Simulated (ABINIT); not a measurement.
Write the native input for ABINIT 10.8.3 (patched build) that does the following.

- Task: equation of state
- Functional: revPBE
- Potentials or basis: JTH PAW PBE v2.0
- Cutoff: 653 eV
- k mesh: 9 × 9 × 9
- Occupations: fermi-dirac, width 0.05 eV
- Spin: no spin polarisation
- Fine-grid cutoff: 1251.72 eV

The system is MgS (Niningerite).

```xyz
2
Lattice="0.0000 2.6016 2.6016 2.6016 0.0000 2.6016 2.6016 2.6016 0.0000" Properties=species:S:1:pos:R:3 pbc="T T T"
S     2.6016    2.6016    2.6016
Mg    0.0000    0.0000    0.0000
```

One way to write it, as run:

run.abi

```
ndtset 7
getwfk -1
scalecart1 3*0.9795861087
scalecart2 3*0.9864848297
scalecart3 3*0.9932883884
scalecart4 3*1.0000000000
scalecart5 3*1.0066227096
scalecart6 3*1.0131594038
scalecart7 3*1.0196128224

pp_dirpath "./"
pseudos "S.GGA_PBE-JTH.xml, Mg.GGA_PBE-JTH.xml"

acell 3.6792887145 3.6792887145 3.6792887145 Angstrom
rprim
     0.0000000000     0.7071067812     0.7071067812
     0.7071067812     0.0000000000     0.7071067812
     0.7071067812     0.7071067812     0.0000000000
ntypat 2
znucl 16 12
natom 2
typat 1 2
xred
     0.5000000000     0.5000000000     0.5000000000
     0.0000000000     0.0000000000     0.0000000000

ecut 24.0
pawecutdg 46.0
pawxcdev 0

kptopt 1
ngkpt 9 9 9
nshiftk 1
shiftk 0.0 0.0 0.0

ixc 14

nband 12
occopt 3
tsmear 0.00183747

nstep 100
tolvrs 1.0e-9

iomode 3
prtwf 1
prtden 0
prteig 0
prtebands 0
enunit 1
```

Potentials or basis: JTH PAW PBE v2.0.

The run is started by

```sh
$ abinit run.abi > log 2>&1
```

Results of the run:

| Quantity | Value |
| --- | --- |
| Equilibrium volume | 18.29 Å³/atom |
| Bulk modulus | 70 GPa |
| Pressure derivative of the bulk modulus | 3.9 |

Caveat: pressures at fixed basis lie under the slope of the energies; the PAW data sets were made with another functional, which shifts forces and pressure a little.

Run time: 85 s on 1 thread of Arm Neoverse V1 (shared host), peak memory 0.14 GiB.
